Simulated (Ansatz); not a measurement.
ZrO₂ (fluorite type), DFT, PBEsol, PAW with Ansatz's default frozen-core files, scalar-relativistic (Ansatz 0.2.0), on 1 thread of AMD EPYC (Zen 3) (shared host).

Command: `ansatz run input.yaml --threads 1 --pin off --max-ram 3072MiB --backend cpu --events-out ev --progress --plain --runs-dir out`

```yaml
crystal:
  lattice:
    - [0.0, 2.3503825463, 2.3503825463]
    - [2.3503825463, 0.0, 2.3503825463]
    - [2.3503825463, 2.3503825463, 0.0]
  atoms:
    - { symbol: Zr, position: [0.0, 0.0, 0.0] }
    - { symbol: O, position: [0.25, 0.25, 0.25] }
    - { symbol: O, position: [0.75, 0.75, 0.75] }
kpoints:
  mp_grid: { grid: [11, 11, 11] }
scf:
  occupations: { method: fermi_dirac, width: 0.05 }
hamiltonian:
  xc: pbesol
  pseudopotentials: { kind: paw }
output:
  forces: true
  stress: true
  eigenvalues: true
  populations: true
  write_density: true
  write_potential: true
  elf: true
  volumetric_format: npy
```

(1) How large is the problem that the program sets up?

(2) About how long does it take?

## Answers

(1) 56 irreducible k-points, 531 plane waves at Γ, 16 bands.

(2) 3.7 s of wall time for 6 SCF iterations. Times on shared machines scatter by tens of per cent.
